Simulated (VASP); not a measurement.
Write the native input for VASP 6.6.1 that does the following.

```
Task                   : single point
Functional             : PBE
Potentials or basis    : VASP PAW PBE potentials, release 64 (Mg, F)
Cutoff                 : 520 eV
k mesh                 : 4 × 4 × 6
Occupations            : fermi-dirac, width 0.02 eV
Spin                   : no spin polarisation
Dipole correction      : no
Further INCAR settings : ALGO = Normal; EDIFF = 1e-06; NBANDS = 25
```

The structure of MgF2 (Sellaite) lies in POSCAR:

```
MgF2
1.0
    4.6250000000      0.0000000000      0.0000000000
    0.0000000000      4.6250000000      0.0000000000
    0.0000000000      0.0000000000      3.0520000000
Mg F
2 4
Direct
    0.0000000000      0.0000000000      0.0000000000
    0.5000000000      0.5000000000      0.5000000000
    0.3030000000      0.3030000000      0.0000000000
    0.1970000000      0.8030000000      0.5000000000
    0.6970000000      0.6970000000      0.0000000000
    0.8030000000      0.1970000000      0.5000000000
```

One way to write it, as run:

INCAR

```
SYSTEM = MgF2
ALGO = Normal ; EDIFF = 1E-6
ENCUT = 520 ; GGA = PE
ISIF = 2 ; ISMEAR = -1
LASPH = .True. ; LCHARG = .False.
LREAL = .False. ; LWAVE = .False.
NBANDS = 25 ; NELM = 60
PREC = Accurate ; SIGMA = 0.02
```

KPOINTS

```
k-points
0
Gamma
  4 4 6
  0 0 0
```

Potentials or basis: VASP PAW PBE potentials, release 64 (Mg, F).

Launch:

```bash
$ cat potpaw_PBE.64/Mg/POTCAR potpaw_PBE.64/F/POTCAR > POTCAR
$ mpirun -np 1 vasp_std > vasp.out
```

Results of the run:

```yaml
Pressure: 3.7 GPa
Largest_force: 0.022 eV/Å
Band_gap_on_the_k_mesh: 7.09 eV, direct
```

It took 10 s on 1 thread of Intel(R) Xeon(R) 6975P-C (Granite Rapids), with other jobs on the host, peak memory 0.18 GiB.
